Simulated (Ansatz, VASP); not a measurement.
**Si5BPC5 in two plane-wave programs**

Wanted: the spread between two codes on one cell, functional and k mesh. The cell is taken from a series of runs on this material, whose earlier steps may have relaxed, scaled, displaced or heated it; both programs get it as it stands.

Program: Ansatz 0.2.0. Level of theory: plane waves, with VASP 6.6.1 beside it; single point at PBEsol. Results are calculated unless marked as measured.

### 1. Set-up

The cell holds 12 atoms: 1 B, 1 P, 5 Si and 5 C. Its edges and angles: a = 3.104 Å, b = 4.418 Å, c = 9.315 Å, α = 90.0°, β = 90.0°, γ = 90.0°. It derives from BP. The structure's axis is c.

### 2. Ansatz: single point, PBEsol, pair 1

Ansatz runs on its PAW soft_1 files.

With cell and atoms fixed, the geometry can't cause a difference; cores, projectors, grids and the points listed under the comparison can.

Contents of input.yaml:

```yaml
crystal:
  lattice:
    - [3.1040577841, 0.0, 0.0]
    - [0.0, 4.4176228457, 1.0201e-06]
    - [0.0, 2.1064e-06, 9.314878733]
  atoms:
    - { symbol: B, position: [0.0, -0.0630640916, 0.0879521971] }
    - { symbol: P, position: [0.5, 0.1993212599, 0.0879523913] }
    - { symbol: Si, position: [0.5, 0.5206301293, 0.2680755177] }
    - { symbol: C, position: [0.0, 0.7590498563, 0.2506720883] }
    - { symbol: Si, position: [0.0, 0.0104186421, 0.4199577957] }
    - { symbol: C, position: [0.5, 0.258045131, 0.425786261] }
    - { symbol: Si, position: [0.5, 0.5090538712, 0.5879529891] }
    - { symbol: C, position: [0.0, 0.7584025738, 0.5879516152] }
    - { symbol: Si, position: [0.0, 0.0104173392, 0.7559473757] }
    - { symbol: C, position: [0.5, 0.2580448968, 0.750119737] }
    - { symbol: Si, position: [0.5, 0.5206316804, 0.9078289643] }
    - { symbol: C, position: [0.0, 0.7590487117, 0.9252326099] }
kpoints:
  mp_grid: { grid: [8, 6, 4] }
hamiltonian:
  xc: pbesol
  pseudopotentials: { kind: paw, azcp: { folder: soft_1 }, xc_functional: pbe }
scf:
  occupations: { method: fixed }
  n_extra_bands: 8
output:
  eigenvalues: true
  forces: true
  stress: true
  band_densities: [{ e_range: [-0.08, 0] }, { e_range: [0.21, 0.34] }]
  volumetric_format: npy
```

Command:

```
$ ansatz run input.yaml --threads 4 --pin off --max-ram 17510MiB --backend cpu --events-out ev --progress --plain --runs-dir out
```

Numbers of over 12 decimals in the logs are rounded to 6 here.

Output:

```text
Warning: the atoms were moved onto the symmetric positions of the space group found under crystal.symmetry.tolerance 1.0e-5 (fractional; no operation is sought that the atoms, as they stand in a round, miss by more than twice it, and no atom is moved by as much as it), and the run uses the moved positions. Before a round's move an operation carried an atom to 1.58e-5 Å from where it should land, the largest such dist [...]
scf.n_extra_bands = 8 over 24 filled bands (N_el = 48.0): the run solves 32 bands
Engine: ansatz 0.2.0, aarch64-unknown-linux-gnu
Pseudopotentials: kind: paw
Pseudopotential: B, paw, valence charge 3, recommended cutoff 420 eV (normal), soft_1/B.paw.azcp
Pseudopotential: P, paw, valence charge 5, recommended cutoff 420 eV (normal), soft_1/P.paw.azcp
Pseudopotential: Si, paw, valence charge 4, recommended cutoff 420 eV (normal), soft_1/Si.paw.azcp
Pseudopotential: C, paw, valence charge 4, recommended cutoff 420 eV (normal), soft_1/C.paw.azcp
Functional definition: PBEsol
  exchange = pbesol_x
  correlation = pbesol_c
Crystal: 12 atoms, lattice volume = 127.731 Å³
Basis set: ecut = 420 eV, 2479 PW (Γ), exchange–correlation on 48×60×128 points (8 copies of the dense FFT grid, shifted against one another)
Bands: 32, of which v1, the nominal top of the filled ones, is band 24 counted from 1 (23 counted from 0)
Symmetry: 4 space group operations
Space group: Pmm2 (ITA 25), of the structure as read, at distance tolerance 5.0e-5 Å
k-points: 60 of 192 (time reversal used)
Non-local potential: B, projectors of the file, l = 0: 2, l = 1: 2, l = 2: 1
Non-local potential: P, projectors of the file, l = 0: 2, l = 1: 2, l = 2: 1
Non-local potential: Si, projectors of the file, l = 0: 2, l = 1: 2, l = 2: 1
Non-local potential: C, projectors of the file, l = 0: 2, l = 1: 2, l = 2: 1
PAW form: soft (Blöchl's): semilocal exchange-correlation on the pseudo side does not see the compensation charge
PAW frozen core: B, regenerated for the run's functional, and the local potential with it (the file was generated under x = pbe(κ = 0.804, μ = 0.219515), c = pbe(β = 0.066725))
PAW frozen core: P, regenerated for the run's functional, and the local potential with it (the file was generated under x = pbe(κ = 0.804, μ = 0.219515), c = pbe(β = 0.066725))
PAW frozen core: Si, regenerated for the run's functional, and the local potential with it (the file was generated under x = pbe(κ = 0.804, μ = 0.219515), c = pbe(β = 0.066725))
PAW frozen core: C, regenerated for the run's functional, and the local potential with it (the file was generated under x = pbe(κ = 0.804, μ = 0.219515), c = pbe(β = 0.066725))
PAW one-centre angular grid: B, 110 points (default); XC on 64 Gauss nodes
PAW one-centre angular grid: P, 110 points (default); XC on 64 Gauss nodes
PAW one-centre angular grid: Si, 110 points (default); XC on 64 Gauss nodes
PAW one-centre angular grid: C, 110 points (default); XC on 64 Gauss nodes
Initial density: superposition of atomic densities (chi_scale 0.1, normalization cell, long waves kept (reshape's long-wave potential 0.16 eV rms))
Initial wavefunctions: pseudopotential atomic-orbital guess
Functional: x = pbesol(κ = 0.804, μ = 0.123457), c = pbesol(β = 0.046)
SCF iter   1: F=—  HF=-5242.970212 eV  |F-HF|=—  |Δ(HF+E_count)|=         —  Δρ=1.19e-1  dr2=2.24e1  ethr=3.10e-3  ⟨swp⟩=5.7  Hψ=8468  notcnv=0  defer=311
preconditioner: auto → Resta (q_TF=auto, 2.318 Å⁻¹)  ε∞=5.0  [insulator: Δε(μ)=1.652 eV  Ē_g=11.431 eV  n_scr=22 (ndim 8)  ℏωp=22.8 eV  f_vac=0.000  ε∞_Penn≈5.0]
SCF iter   2: F=—  HF=-5236.629955 eV  |F-HF|=—  |Δ(HF+E_count)|=    6.34e0  Δρ=4.39e-2  dr2=2.31e0  ethr=3.10e-3  ⟨swp⟩=3.8  Hψ=4982  notcnv=0  defer=319
SCF iter   3: F=—  HF=-5235.985831 eV  |F-HF|=—  |Δ(HF+E_count)|=   6.44e-1  Δρ=1.61e-2  dr2=2.40e-1  ethr=3.10e-3  ⟨swp⟩=2.4  Hψ=3080  notcnv=0  defer=342
SCF iter   4: F=—  HF=-5235.937327 eV  |F-HF|=—  |Δ(HF+E_count)|=   4.85e-2  Δρ=1.66e-3  dr2=2.86e-3  ethr=5.00e-4  ⟨swp⟩=3.1  Hψ=3467  notcnv=0  defer=355
SCF iter   5: F=—  HF=-5235.938301 eV  |F-HF|=—  |Δ(HF+E_count)|=   9.75e-4  Δρ=5.68e-4  dr2=3.46e-4  ethr=5.95e-6  ⟨swp⟩=2.8  Hψ=3074  notcnv=0  defer=359
SCF iter   6: F=—  HF=-5235.938428 eV  |F-HF|=—  |Δ(HF+E_count)|=   1.27e-4  Δρ=1.78e-4  dr2=5.40e-5  ethr=7.20e-7  ⟨swp⟩=2.0  Hψ=3102  notcnv=0  defer=359
SCF iter   7: F=—  HF=-5235.938446 eV  |F-HF|=—  |Δ(HF+E_count)|=   1.78e-5  Δρ=3.08e-5  dr2=1.04e-6  ethr=1.12e-7  ⟨swp⟩=2.3  Hψ=3056  notcnv=0  defer=353
SCF iter   8: F=-5235.938446 eV  HF=-5235.938446 eV  |F-HF|=1.46e-10  |Δ(HF+E_count)|=   1.28e-7  Δρ=4.26e-6  dr2=1.85e-8  ethr=2.08e-10  ⟨swp⟩=17.2  Hψ=14204  notcnv=0
SCF 1 converged in 8 iterations: F = -5235.938446 eV  dr2 = 1.85e-8
  greatest PAW one-centre occupation: 0.774 electrons in one spin orbital (limit 2), on the P atom at site 1 (counted from 0), in its partial waves of l = 0
SCF converged after 8 iterations
Free energy (F): -5235.938446 eV
Harris-Foulkes:  -5235.938446 eV  (|F-HF|=1.46e-10)
Internal energy: -5235.938446 eV  (E = F + TS)
E sigma→0 (E₀):  -5235.938446 eV
Fermi energy:    9.964105 eV
--- Per-component energies (eV) ---
  E_band       = 159.349411
  E_kinetic    = 780.989915
  E_local      = -544.292884  (includes V_loc(G=0)·N_el)
  E_nonlocal   = 267.813763
  E_hartree    = 177.001693
  E_xc         = -628.792348
  E_vxc        = -642.053421  (∫ρ·V_xc dr)
  E_paw        = -3587.354044  (= ΣΔE_a)
  E_vpaw       = -57.111034  (= ΣTr[D̂ρ^β])
  E_aug_tail   = 0.000264  (compensation charges beyond the density's cutoff)
  E_ewald      = -1701.628919
  E_core_change = 0.324113  (= ΣΔE_core)
  E_smearing   = -0.000000  (= −TS)
  E_closure    = 0.000000  (closes the sum)
  Σ components = -5235.938446   (vs F -5235.938446, Δ=0.00e0)
--- Forces (eV/Å), atoms counted from 1 ---
  atom   1  B      0.00000000    -0.00728464    -0.00000000
  atom   2  P      0.00000000     0.00567147     0.00000000
  atom   3  Si     0.00000000     0.00207446    -0.00341930
  atom   4  C      0.00000000     0.00216411     0.00058139
  atom   5  Si     0.00000000    -0.00256133    -0.00229749
  atom   6  C      0.00000000    -0.00546750    -0.00079766
  atom   7  Si     0.00000000     0.00610770     0.00000000
  atom   8  C      0.00000000     0.00309515     0.00000000
  atom   9  Si     0.00000000    -0.00256133     0.00229749
  atom  10  C      0.00000000    -0.00546750     0.00079766
  atom  11  Si     0.00000000     0.00207446     0.00341930
  atom  12  C      0.00000000     0.00216411    -0.00058139
  max |Σ_I F_I| component: 9.14e-6 eV/Å
--- Stress (GPa, compression-positive) ---
       -0.066520       0.000000       0.000000
        0.000000       0.135906       0.000000
        0.000000       0.000000      -0.135058
  P = ⅓ Tr σ = -0.0219 GPa (-0.219 kbar)
--- Band table (eV; the first three rows and the last of 60) ---
  k-point 0: bands = [... 20 lower, 8.8453, 9.4155, 9.5206, 9.9398, 10.5107, 12.6821, 12.7509, 13.1202, ... 4 higher]
  k-point 1: bands = [... 20 lower, 8.9338, 8.9461, 9.3415, 9.9523, 10.8884, 12.1672, 13.2142, 13.6930, ... 4 higher]
  k-point 2: bands = [... 20 lower, 8.3088, 8.9770, 9.0486, 9.9641, 11.3540, 11.7362, 13.9192, 14.5559, ... 4 higher]
  k-point 59: bands = [... 20 lower, 7.3675, 7.5723, 7.6580, 8.0844, 13.6479, 13.8848, 14.0722, 14.2055, ... 4 higher]
--- Band densities, each state counted as filled ---
  window                                       electrons  max residual (eV)  cut levels
  e_range: [-0.08, 0]                           0.041667             2.0e-6           0
  e_range: [0.21, 0.34]                         0.010417             3.0e-4           0
```

The run ends at a pressure of -0.02 GPa, with forces up to 0.0073 eV/Å.

### 3. VASP: single point, PBEsol, pair 1

The same cell, functional and mesh now go to VASP, with its own data sets.

Lines of VASP's logs that name or quote its potential files are left out, and so is its time.

Contents of INCAR:

```
SYSTEM = Si5BPC5
PREC = Accurate
ENCUT = 600
EDIFF = 1E-06
NELM = 120
ISMEAR = 0
SIGMA = 0.01
LREAL = .FALSE.
ALGO = Normal
GGA = PS
NBANDS = 36
LORBIT = 11
LWAVE = .FALSE.
LCHARG = .FALSE.
ISIF = 2
LASPH = .TRUE.
GGA_COMPAT = .FALSE.
EFERMI = MIDGAP
KPAR = 2
```

Contents of POSCAR:

```
Si5BPC5
1.0
    3.1040577841      0.0000000000      0.0000000000
    0.0000000000      4.4176228457      0.0000010201
    0.0000000000      0.0000021064      9.3148787330
B P Si C
1 1 5 5
Direct
    0.0000000000      0.9369359084      0.0879521971
    0.5000000000      0.1993212599      0.0879521971
    0.5000000000      0.5206309048      0.2680754738
    0.0000000000      0.0104179906      0.4199574071
    0.5000000000      0.5090538712      0.5879521971
    0.0000000000      0.0104179906      0.7559469871
    0.5000000000      0.5206309048      0.9078289204
    0.0000000000      0.7590492840      0.2506719363
    0.5000000000      0.2580450139      0.4257854591
    0.0000000000      0.7584025738      0.5879521971
    0.5000000000      0.2580450139      0.7501189351
    0.0000000000      0.7590492840      0.9252324579
```

Contents of KPOINTS:

```
Automatic mesh
0
Gamma
8 6 4
0 0 0
```

PAW data sets: B, P, Si and C (PBE family, release 64).

Command:

```
$ mpirun -np 2 vasp_std
```

Output:

```text
[banner, memory and clock lines left out]
running    2 mpi-ranks, on    1 nodes
 distrk:  each k-point on    1 cores,    2 groups
 distr:  one band on    1 cores,    1 groups

 POSCAR found type information on POSCAR B P SiC
 POSCAR found :  4 types and      12 ions
|                                                                             |
|               ----> ADVICE to this user running VASP <----                  |
|                                                                             |
|     You enforced a specific xc type in the INCAR file but a different       |
|     [... a line on the potential file left out ...]
|     I HOPE YOU KNOW WHAT YOU ARE DOING!                                     |
|                                                                             |

 LDA part: xc-table for (Slater+PW92), standard interpolation
 POSCAR, INCAR and KPOINTS ok, starting setup
 FFT: planning ... GRIDC
 FFT: planning ... GRID_SOFT
 FFT: planning ... GRID
 WAVECAR not read
 entering main loop
       N       E                     dE             d eps       ncg     rms          rms(c)
DAV:   1     0.136117780161E+03    0.13612E+03   -0.23656E+04  4320   0.135E+03
DAV:   2    -0.879259346801E+02   -0.22404E+03   -0.20974E+03  5540   0.219E+02
DAV:   3    -0.100882171948E+03   -0.12956E+02   -0.12824E+02  5680   0.494E+01
DAV:   4    -0.101098290917E+03   -0.21612E+00   -0.21547E+00  5560   0.717E+00
DAV:   5    -0.101103122668E+03   -0.48318E-02   -0.48264E-02  5520   0.101E+00    0.199E+01
DAV:   6    -0.924378565177E+02    0.86653E+01   -0.24231E+01  5252   0.192E+01    0.996E+00
DAV:   7    -0.921643306845E+02    0.27353E+00   -0.32756E+00  5696   0.731E+00    0.404E+00
DAV:   8    -0.920745930087E+02    0.89738E-01   -0.21953E-01  5320   0.208E+00    0.137E+00
DAV:   9    -0.920636863525E+02    0.10907E-01   -0.36200E-02  5308   0.911E-01    0.275E-01
DAV:  10    -0.920638021071E+02   -0.11575E-03   -0.28840E-03  5480   0.244E-01    0.167E-01
DAV:  11    -0.920639073287E+02   -0.10522E-03   -0.40754E-04  5592   0.101E-01    0.576E-02
DAV:  12    -0.920639116660E+02   -0.43373E-05   -0.11726E-04  5372   0.487E-02    0.362E-02
DAV:  13    -0.920639121293E+02   -0.46332E-06   -0.15967E-05  5696   0.220E-02    0.141E-02
DAV:  14    -0.920639107073E+02    0.14220E-05   -0.71967E-06  5280   0.131E-02    0.527E-03
DAV:  15    -0.920639105564E+02    0.15089E-06   -0.18180E-06  3072   0.640E-03
   1 F= -.92063911E+02 E0= -.92063911E+02  d E =-.511696E-75
```

From OUTCAR (step 3):

```text
ion  position               nearest neighbor table
   1  0.000  0.937  0.088-   8 1.71  12 1.71   2 1.94   2 1.94
   2  0.500  0.199  0.088-   1 1.94   1 1.94   7 2.20   3 2.20
   3  0.500  0.521  0.268-   9 1.87   8 1.88   8 1.88   2 2.20   5 2.98   4 3.02   4 3.02   4 3.08
                             4 3.08
   4  0.000  0.010  0.420-   9 1.90   9 1.90  10 1.92   8 1.93   3 3.02   3 3.02   3 3.08   3 3.08
                             5 3.12   5 3.12   5 3.12   5 3.12   6 3.13
   5  0.500  0.509  0.588-  11 1.87   9 1.87  10 1.90  10 1.90   3 2.98   7 2.98   6 3.12   6 3.12
                             4 3.12   4 3.12   4 3.12   4 3.12   6 3.12   6 3.12
   6  0.000  0.010  0.756-  11 1.90  11 1.90  10 1.92  12 1.93   7 3.02   7 3.02   7 3.08   7 3.08
                             5 3.12   5 3.12   5 3.12   5 3.12   4 3.13
   7  0.500  0.521  0.908-  11 1.87  12 1.88  12 1.88   2 2.20   5 2.98   6 3.02   6 3.02   6 3.08
                             6 3.08
   8  0.000  0.759  0.251-   1 1.71   3 1.88   3 1.88   4 1.93
   9  0.500  0.258  0.426-   3 1.87   5 1.87   4 1.90   4 1.90
  10  0.000  0.758  0.588-   5 1.90   5 1.90   4 1.92   6 1.92
  11  0.500  0.258  0.750-   7 1.87   5 1.87   6 1.90   6 1.90
  12  0.000  0.759  0.925-   1 1.71   7 1.88   7 1.88   6 1.93

  LATTYP: Found a simple orthorhombic cell.
 ALAT       =     3.1040577841
 B/A-ratio  =     1.4231767425
 C/A-ratio  =     3.0008715626

 Subroutine GETGRP returns: Found  4 space group operations
 (whereof  2 operations were pure point group operations)

The static configuration has the point symmetry C_1h.
 The point group associated with its full space group is C_2v.

 Found     60 irreducible k-points:

   k-points           NKPTS =     60   k-points in BZ     NKDIM =     60   number of bands    NBANDS=     36

   dimension x,y,z NGX =    28 NGY =   36 NGZ =   80
   dimension x,y,z NGXF=    56 NGYF=   72 NGZF=  160

   ENCUT  =  600.0 eV  44.10 Ry    6.64 a.u.   6.20  8.82 18.60*2*pi/ulx,y,z

   NELECT =      48.0000    total number of electrons

 k-points in reciprocal lattice and weights: Automatic mesh
   0.00000000  0.00000000  0.00000000       0.005
   0.12500000  0.00000000  0.00000000       0.010
   0.25000000  0.00000000  0.00000000       0.010
   0.37500000  0.00000000  0.00000000       0.010
   0.50000000  0.00000000  0.00000000       0.005
   0.00000000  0.16666667 -0.00000000       0.010
   0.12500000  0.16666667 -0.00000000       0.021
   0.25000000  0.16666667 -0.00000000       0.021
   0.37500000  0.16666667 -0.00000000       0.021
[...]
0.37500000  0.50000000  0.50000000       0.010
   0.50000000  0.50000000  0.50000000       0.005

 average (electrostatic) potential at core
       1 -23.7458       2 -79.3863       3 -80.4130       4 -80.6479       5 -80.5074
       6 -80.6479       7 -80.4130       8 -45.4758       9 -45.4125      10 -45.4857
      11 -45.4125      12 -45.4758

 E-fermi :   8.6574

 k-point     1 :       0.0000    0.0000    0.0000
  band No.  band energies     occupation
    ...
     20       7.1854      2.00000
     21       7.4116      2.00000
     22       7.9816      2.00000
     23       8.0865      2.00000
     24       8.5050      2.00000
     25       9.0680      0.00000
     26      11.2415      0.00000
     27      11.3160      0.00000
     28      11.6843      0.00000
     29      13.5829      0.00000
    ...

 k-point     2 :       0.1250    0.0000    0.0000
  band No.  band energies     occupation
    ...
     20       6.4751      2.00000
     21       6.5840      2.00000
     22       7.4194      2.00000
     23       7.6554      2.00000
     24       7.9594      2.00000
     25       9.7681      0.00000
     26      12.0830      0.00000
     27      12.1940      0.00000
     28      12.5379      0.00000
     29      12.9425      0.00000
    ...

 k-point     3 :       0.2500    0.0000    0.0000
  band No.  band energies     occupation
    ...
     20       5.3677      2.00000
     21       5.5490      2.00000
     22       5.7305      2.00000
     23       6.5175      2.00000
     24       7.8135      2.00000
     25      10.6019      0.00000
     26      10.8425      0.00000
     27      10.9015      0.00000
     28      12.4099      0.00000
     29      12.5854      0.00000
    ...

  Total        0.1023816      0.2492374      0.0279499      0.0000000      0.0000001      0.0000000
  in kB        1.2842125      3.1262817      0.3505869      0.0000000      0.0000008      0.0000000
  external PRESSURE =       1.5870270 kB  Pullay stress =       0.0000000 kB

  energy-cutoff  :      600.00
  volume of cell :      127.73
      direct lattice vectors                 reciprocal lattice vectors
     3.104057784  0.000000000  0.000000000     0.322158951  0.000000000  0.000000000
     0.000000000  4.417622846  0.000001020     0.000000000  0.226366088 -0.000000051
     0.000000000  0.000002106  9.314878733     0.000000000 -0.000000025  0.107355128

 POSITION                                       TOTAL-FORCE (eV/Angst)
 -----------------------------------------------------------------------------------
      0.00000      4.13903      0.81927         0.000000     -0.008145     -0.000000
      1.55203      0.88053      0.81926         0.000000      0.017272      0.000000
      1.55203      2.29995      2.49709         0.000000     -0.009978     -0.014824
      0.00000      0.04602      3.91185         0.000000     -0.000920     -0.001494
      1.55203      2.24881      5.47670         0.000000      0.005924      0.000000
      0.00000      0.04602      7.04155         0.000000     -0.000920      0.001494
      1.55203      2.29995      8.45632         0.000000     -0.009978      0.014824
      0.00000      3.35319      2.33498         0.000000      0.008474     -0.004497
      1.55203      1.13995      3.96614         0.000000     -0.005954     -0.001461
      0.00000      3.35034      5.47670         0.000000      0.001703      0.000000
      1.55203      1.13995      6.98727         0.000000     -0.005954      0.001461
      0.00000      3.35320      8.61843         0.000000      0.008474      0.004497
 -----------------------------------------------------------------------------------
    total drift:                               -0.000000      0.000139      0.000135

  FREE ENERGIE OF THE ION-ELECTRON SYSTEM (eV)
  ---------------------------------------------------
  free  energy   TOTEN  =       -92.0639105564 eV

  energy  without entropy=      -92.0639105564  energy(sigma->0) =      -92.06391056

 total charge
# of ion       s       p       d       tot
------------------------------------------
    1        0.652   1.242   0.000   1.895
    2        1.005   1.663   0.000   2.668
    3        0.721   0.988   0.000   1.709
    4        0.707   0.944   0.000   1.651
    5        0.709   0.971   0.000   1.681
    6        0.707   0.944   0.000   1.651
    7        0.721   0.988   0.000   1.709
    8        0.825   1.653   0.000   2.479
    9        0.833   1.696   0.000   2.529
   10        0.827   1.665   0.000   2.493
   11        0.833   1.696   0.000   2.529
   12        0.825   1.653   0.000   2.479
--------------------------------------------------
tot          9.368  16.106   0.000  25.474

[... 3 further parts left out ...]
```

The run ends at a pressure of 0.16 GPa, with forces up to 0.018 eV/Å.

### 4. Differences

Known differences besides the potentials themselves: fixed occupations in Ansatz, narrow Gaussian smearing in VASP; the cutoff is 420 eV in Ansatz and 600 eV in VASP; Ansatz makes its cores anew for this functional, VASP keeps those of its PBE data sets. Total energies have different zeros and are not compared.

Compared:

```tsv
quantity	Ansatz	VASP	difference
pressure (GPa)	-0.02	0.16	-0.18
gap on the k mesh (eV)	0.265	0.256	+0.009
```

At this near-relaxed geometry the largest component of a force difference is 12 meV/Å. A gap on the mesh is an upper bound, since the band edges may lie between its points.

(Continued in part 2 of 2.)

[Lines on the potential files, build, host, timing and source positions are cut from VASP's logs without a mark.]

[Logs are printed without paths, hosts, clocks, repeated set-up lines and the standing remarks that a program may print on its own settings, such as how far it seeks lower states.]

[Hosts, paths, dates, database ids (printed as entryN), source tags and the programs' standing remarks are cut or masked in the printed files.]
